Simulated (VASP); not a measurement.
# TiTe2 (P-3m1) in VASP: further runs, part 2 of 2

VASP 6.6.1.

### 3 Relaxation of cell and atoms, PBE

This run uses another cell than the first one, of 26.76 Å³/atom, 1.088 times its volume.

INCAR reads:

```
PREC = Accurate
ENCUT = 300
EDIFF = 1E-6
ISMEAR = 1
SIGMA = 0.1
LREAL = False
LASPH = True
NELM = 80
ALGO = Normal
ISIF = 3
LWAVE = False
LCHARG = False
GGA = PE
IBRION = 2
NSW = 90
EDIFFG = -0.01
```

KPOINTS reads:

```
regular mesh
0
Gamma
  6 6 3
```

POSCAR reads:

```
TiTe2
1.0
    3.7770000000      0.0000000000      0.0000000000
   -1.8885000000      3.2709779501      0.0000000000
    0.0000000000      0.0000000000      6.4980000000
Ti Te
1 2
Direct
    0.0000000000      0.0000000000      0.0000000000
    0.6666666667      0.3333333333      0.2628000000
    0.3333333333      0.6666666667      0.7372000000
```

Potentials or basis: VASP PAW PBE potentials, release 64 (Ti, Te).

Launch:

```sh
$ cat potpaw_PBE.64/Ti/POTCAR potpaw_PBE.64/Te/POTCAR > POTCAR
$ mpirun -np 1 vasp_std > vasp.out
```

OUTCAR:

```text
PREC = Accurate
   ENCUT = 300
   EDIFF = 1E-6
   ISMEAR = 1
   LREAL = False
   LASPH = True
   NELM = 80
   ISIF = 3
   GGA = PE
   IBRION = 2
   NSW = 90
   EDIFFG = -0.01

 ion  position               nearest neighbor table
   1  0.000  0.000  0.000-   2 2.77   3 2.77   2 2.77   3 2.77   2 2.77   3 2.77
   2  0.667  0.333  0.263-   1 2.77   1 2.77   1 2.77
   3  0.333  0.667  0.737-   1 2.77   1 2.77   1 2.77

  LATTYP: Found a hexagonal cell.
 ALAT       =     3.7770000000
 C/A-ratio  =     1.7204130262

  Lattice vectors:

 A1 = (   3.7770000000,   0.0000000000,   0.0000000000)
 A2 = (  -1.8885000000,   3.2709779501,   0.0000000000)
 A3 = (   0.0000000000,   0.0000000000,   6.4980000000)

Analysis of symmetry for initial positions (statically):
=====================================================================
 Subroutine PRICEL returns:
 Original cell was already a primitive cell.

 Routine SETGRP: Setting up the symmetry group for a
 hexagonal supercell.

 Subroutine GETGRP returns: Found 12 space group operations
 (whereof 12 operations were pure point group operations)
 out of a pool of 24 trial point group operations.

The static configuration has the point symmetry D_3d.

Analysis of symmetry for dynamics (positions and initial velocities):
=====================================================================
 Subroutine PRICEL returns:
 Original cell was already a primitive cell.

 Routine SETGRP: Setting up the symmetry group for a
 hexagonal supercell.

 Subroutine GETGRP returns: Found 12 space group operations
 (whereof 12 operations were pure point group operations)
 out of a pool of 24 trial point group operations.

The dynamic configuration has the point symmetry D_3d.

 Subroutine INISYM returns: Found 12 space group operations
 (whereof 12 operations are pure point group operations),
 and found     1 'primitive' translations

----------------------------------------------------------------------------------------

                                     Primitive cell

  volume of cell :      80.2794

  direct lattice vectors                    reciprocal lattice vectors
     3.777000000  0.000000000  0.000000000     0.264760392  0.152859484  0.000000000
    -1.888500000  3.270977950  0.000000000     0.000000000  0.305718967  0.000000000
     0.000000000  0.000000000  6.498000000     0.000000000  0.000000000  0.153893506

  length of vectors
     3.777000000  3.777000000  6.498000000     0.305718967  0.305718967  0.153893506

  position of ions in fractional coordinates (direct lattice)
     0.000000000  0.000000000  0.000000000
     0.666666667  0.333333333  0.262800000
     0.333333333  0.666666667  0.737200000

  ion indices of the primitive-cell ions
   primitive index   ion index
                 1           1
                 2           2
                 3           3

----------------------------------------------------------------------------------------

 KPOINTS: regular mesh

Automatic generation of k-mesh.
 Grid dimensions read from file:
 generate k-points for:    6    6    3

 Generating k-lattice:

  Cartesian coordinates                     Fractional coordinates (reciprocal lattice)
     0.044126732  0.025476581  0.000000000     0.166666667 -0.000000000  0.000000000
     0.000000000  0.050953161  0.000000000     0.000000000  0.166666667  0.000000000
     0.000000000  0.000000000  0.051297835     0.000000000  0.000000000  0.333333333

  Length of vectors
     0.050953161  0.050953161  0.051297835

  Shift w.r.t. Gamma in fractional coordinates (k-lattice)
     0.000000000  0.000000000  0.000000000

 Subroutine IBZKPT returns following result:
 ===========================================

 Found     17 irreducible k-points:

 Following reciprocal coordinates:
            Coordinates               Weight
  0.000000  0.000000  0.000000      1.000000
  0.166667  0.000000  0.000000      6.000000
  0.333333  0.000000  0.000000      6.000000
  0.500000  0.000000  0.000000      3.000000
  0.166667  0.166667  0.000000      6.000000
  0.333333  0.166667  0.000000     12.000000
[... 9 lines left out ...]
 -0.166667  0.500000  0.333333     12.000000
  0.333333  0.333333  0.333333      4.000000
   k-points           NKPTS =     17   k-points in BZ     NKDIM =     17   number of bands    NBANDS=     12
   number of dos      NEDOS =    301   number of ions     NIONS =      3
   total plane-waves  NPLWV =  23040
   dimension x,y,z NGX =    24 NGY =   24 NGZ =   40
   dimension x,y,z NGXF=    48 NGYF=   48 NGZF=   80
   ions per type =               1   2
   NGX,Y,Z   is equivalent  to a cutoff of  10.56, 10.56, 10.23 a.u.
   NGXF,Y,Z  is equivalent  to a cutoff of  21.13, 21.13, 20.47 a.u.
 SYSTEM =  unknown system
   PREC   = accura    normal or accurate (medium, high low for compatibility)
   ISTART =      0    job   : 0-new  1-cont  2-samecut
   ICHARG =      2    charge: 1-file 2-atom 10-const
   ISPIN  =      1    spin polarized calculation?
   LNONCOLLINEAR =      F non collinear calculations
   LSORBIT =      F    spin-orbit coupling
   LASPH  =      T    aspherical Exc in radial PAW
   ENCUT  =  300.0 eV  22.05 Ry    4.70 a.u.   5.33  5.33  9.18*2*pi/ulx,y,z
   NELM   =     80;   NELMIN=  2; NELMDL= -5     # of ELM steps
   EDIFF  = 0.1E-05   stopping-criterion for ELM
   LREAL  =      F    real-space projection
   EDIFFG = -.1E-01   stopping-criterion for IOM
   NSW    =     90    number of steps for IOM
   IBRION =      2    ionic relax: 0-MD 1-quasi-New 2-CG
   NFREE  =      1    steps in history (QN), initial steepest desc. (CG)
   ISIF   =      3    stress and relaxation
   ISYM   =      2    0-nonsym 1-usesym 2-fastsym
   POTIM  = 0.5000    time-step for ionic-motion
   TEBEG  =    0.0;   TEEND  =   0.0 temperature during run
   PSTRESS=    0.0 pullay stress
   NELECT =      16.0000    total number of electrons
   NUPDOWN=      -1.0000    fix difference up-down
   EMIN   =  10.00;   EMAX   =-10.00  energy-range for DOS
   EFERMI =   0.00;   METHOD = LEGACY
   ISMEAR =     1;   SIGMA  =   0.10  broadening in eV -4-tet -1-fermi 0-gaus
   EFERMI_NEDOS =   21; number of points for ismear=-14 and -15
   IALGO  =     38    algorithm
   IMIX   =      4    mixing-type and parameters
     AMIX     =   0.40;   BMIX     =  1.00
     AMIX_MAG =   1.60;   BMIX_MAG =  1.00
  volume/ion in A,a.u.               =      26.76       180.58
  Fermi-wavevector in a.u.,A,eV,Ry     =   0.956269  1.807086 12.441852  0.914450
  Thomas-Fermi vector in A             =   2.085182
   LORBIT       =      0    0 simple, 1 ext, 2 COOP (PROOUT), +10 PAW based schemes
   GGA     = PE    functional components
   LHFCALC =     F    Hartree Fock is set to
   AEXX    =    0.0000 exact exchange contribution
   IVDW    =     0    specifies the selected vdW correction
   LEPSILON=     F    determine dielectric tensor
   LRPA    =     F    only Hartree local field effects (RPA)
 conjugate gradient relaxation of ions
 non-spin polarized calculation
 Methfessel and Paxton  Order N= 1 SIGMA  =   0.10
  energy-cutoff  :      300.00
  volume of cell :       80.28
 maximum number of plane-waves:       967
 NGX is ok and might be reduce to    24
   NGX = 11   NGY = 11   NGZ = 19

--------------------------------------- Ionic step        1  -------------------------------------------

 number of electron      16.0000004 magnetization

 Free energy of the ion-electron system (eV)
  ---------------------------------------------------
  ext. energy  EPLUGINS =         0.00000000
  ---------------------------------------------------
  free energy    TOTEN  =       -16.10100864 eV

  energy without entropy =      -16.10354781  energy(sigma->0) =      -16.10185503

------------------------ aborting loop because EDIFF is reached ----------------------------------------

  FORCE on cell =-STRESS in cart. coord.  units (eV):
  Direction    XX          YY          ZZ          XY          YZ          ZX
  --------------------------------------------------------------------------------------
  -------------------------------------------------------------------------------------
  Total        0.1298735      0.1298735      0.0864141      0.0000000     -0.0000000      0.0000000
  in kB        2.5919516      2.5919516      1.7246107      0.0000000     -0.0000000      0.0000000
  external PRESSURE =       2.3028380 kB  Pullay stress =       0.0000000 kB
[... 244 lines left out ...]
  energy  without entropy=      -16.1075197789  energy(sigma->0) =      -16.10597876

--------------------------------------- Ionic step        8  -------------------------------------------

 number of electron      15.9999998 magnetization

 Free energy of the ion-electron system (eV)
  ---------------------------------------------------
  ext. energy  EPLUGINS =         0.00000000
  ---------------------------------------------------
  free energy    TOTEN  =       -16.10579154 eV

  energy without entropy =      -16.10785699  energy(sigma->0) =      -16.10648002

 E-fermi :   5.4202     XC(G=0):  -9.6442

 val. band max:        5.3268629697   @ k =   0.3333   0.0000   0.3333
 cond. band min:       5.4405674629   @ k =   0.5000   0.0000   0.0000
 fundamental gap:      0.1137044932
 Fermi energy:         5.4201998292

 k-point     1 :       0.0000    0.0000    0.0000
  band No.  band energies     occupation
      1      -6.8949      2.00000
      2      -5.5094      2.00000
      3       0.3347      2.00000
      4       3.7297      2.00000
      5       3.7297      2.00000
      6       5.7705     -0.00001
      7       5.7856     -0.00000
      8       5.7856     -0.00000
      9       5.8352     -0.00000
     10       6.4590     -0.00000
     11       6.4590     -0.00000
     12       8.4946      0.00000
[... 268 lines left out ...]
  FREE ENERGIE OF THE ION-ELECTRON SYSTEM (eV)
  ---------------------------------------------------
  free  energy   TOTEN  =       -16.1057915400 eV

  energy  without entropy=      -16.1078569868  energy(sigma->0) =      -16.10648002

 reached required accuracy - stopping structural energy minimisation
```

CONTCAR:

```text
TiTe2
   1.00000000000000
     3.7886502813138243    0.0000000000000000   -0.0000000000000000
    -1.8943251406569122    3.2810673896790621   -0.0000000000000000
    -0.0000000000000000   -0.0000000000000000    6.6005631364534869
  Ti              Te
     1     2
Direct
     1.0000000000000000    0.0000000000000000    0.0000000000000000
     0.6666666667000030    0.3333333332999970    0.2572344013088060
     0.3333333332999970    0.6666666667000030    0.7427655986911939

  0.00000000E+00  0.00000000E+00  0.00000000E+00
  0.00000000E+00  0.00000000E+00  0.00000000E+00
  0.00000000E+00  0.00000000E+00  0.00000000E+00
```

It took 51 s on 1 thread of Intel Xeon Platinum 8488C (Sapphire Rapids), shared host; peak memory 0.15 GiB.

Results:

```yaml
Free_energy: -16.1058 eV
Relaxed_volume: 27.35 Å³/atom
Relaxed_cell: a = 3.789 Å, b = 3.789 Å, c = 6.601 Å, α = 90.00°, β = 90.00°, γ = 120.00°
Space_group_after_relaxing_to_0.05_Å: P-3m1 (No. 164)
Energy_gained_by_relaxing: 1.6 meV/atom
Ionic_steps: 8
Pressure_after_relaxing: 0.0 GPa
Band_gap_on_the_k_mesh: none (metal or under the smearing width)
```

The path:
```tsv
step	energy change (eV)	largest force (eV/Å)	pressure (GPa)	volume (Å³)
1	0.0000	0.1040	0.23	80.28
2	-0.0014	0.0981	0.05	80.73
3	-0.0024	0.0891	-0.28	81.57
4	-0.0032	0.0447	-0.12	81.56
5	-0.0036	0.0030	0.06	81.56
6	-0.0037	0.0171	0.11	81.55
7	-0.0042	0.0122	0.09	81.70
8	-0.0048	0.0011	0.03	82.05
```

Final structure:
```
Ti Te
1.0
     3.78865    0.00000    0.00000
    -1.89433    3.28107    0.00000
     0.00000    0.00000    6.60056
Ti Te
1 2
Direct
  0.00000 0.00000 0.00000
  0.66667 0.33333 0.25723
  0.33333 0.66667 0.74277
```

Levels at points of the mesh, in eV from the Fermi level:
| k point | band 4 | band 5 | band 6 | band 7 | band 8 | band 9 | band 10 | band 11 | band 12 |
| --- | --- | --- | --- | --- | --- | --- | --- | --- | --- |
| (0.00, 0.00, 0.00) | -1.69 | -1.69 | 0.35 | 0.37 | 0.37 | 0.42 | 1.04 | 1.04 | 3.07 |
| (0.50, 0.00, 0.00) | -3.68 | -2.61 | -2.37 | -1.77 | -1.08 | 0.02 | 1.09 | 1.41 | 2.41 |

Caveat: this functional lacks dispersion, which binds the layers, so the pressure and a relaxed spacing across them are unreliable.
